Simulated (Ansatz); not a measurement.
BaSnO$_{3}$ (cubic perovskite)

```xyz
5
Lattice="4.1762 0.0000 0.0000 0.0000 4.1762 0.0000 0.0000 0.0000 4.1762" Properties=species:S:1:pos:R:3 pbc="T T T"
Ba     0.0000     0.0000     0.0000
Sn     2.0881     2.0881     2.0881
O      0.0000     2.0881     2.0881
O      2.0881     2.0881     0.0000
O      2.0881     0.0000     2.0881
```

Grid over V/V₀ and (c/a)/(c/a)₀, subscript 0 meaning the relaxed cell; the conventional c axis lies along z; no internal relaxation.

These are PBE (plane waves to 420 eV, PAW, scalar-relativistic; Ansatz, an electronic-structure program) values and carry that method's errors. k mesh 8×8×8 (Γ-centred), Fermi-Dirac smearing 0.05 eV. Compression counts positive. BaSnO3 was relaxed with its symmetry unable to fall. The PAW data are Ansatz's earlier set.

Changes of σxx (GPa) from the point V/V₀ = 1.000, (c/a)/(c/a)₀ = 1.000 when one coordinate moves alone (two changes are said to add if the coupling is within 5 % of the smaller one, nearly so within 20 %):

| point | change |
|---|---|
| V/V₀ = 1.000, (c/a)/(c/a)₀ = 0.920 | -4.15 |
| V/V₀ = 1.000, (c/a)/(c/a)₀ = 0.960 | -2.19 |
| V/V₀ = 0.960, (c/a)/(c/a)₀ = 1.000 | 6.05 |
| V/V₀ = 0.980, (c/a)/(c/a)₀ = 1.000 | 2.84 |
| V/V₀ = 1.020, (c/a)/(c/a)₀ = 1.000 | -2.50 |
| V/V₀ = 1.040, (c/a)/(c/a)₀ = 1.000 | -4.69 |
| V/V₀ = 1.000, (c/a)/(c/a)₀ = 1.040 | 2.46 |
| V/V₀ = 1.000, (c/a)/(c/a)₀ = 1.080 | 5.21 |

### Question
What is the change at V/V₀ = 1.020, (c/a)/(c/a)₀ = 1.040, where both move, and how far is it from the sum?

### Answer
The sum of the single changes is -2.50 + (2.46) = -0.04; the calculation gives -0.25, so the coupling contributes -0.21 (under 20 % of the smaller single change, nearly additive).

### Question
Do the two effects add at V/V₀ = 1.040, (c/a)/(c/a)₀ = 0.960? Give the computed change.

### Answer
The sum of the single changes is -4.69 + (-2.19) = -6.88; the calculation gives -6.53, so the coupling contributes 0.35 (under 20 % of the smaller single change, nearly additive).

### Question
Do the two effects add at V/V₀ = 0.980, (c/a)/(c/a)₀ = 1.080? Give the computed change.

### Answer
The sum of the single changes is 2.84 + (5.21) = 8.05; the calculation gives 8.52, so the coupling contributes 0.47 (under 20 % of the smaller single change, nearly additive).

(A scan under strain: stresses follow from slopes of the energy per volume, elastic moduli from its curvatures.)
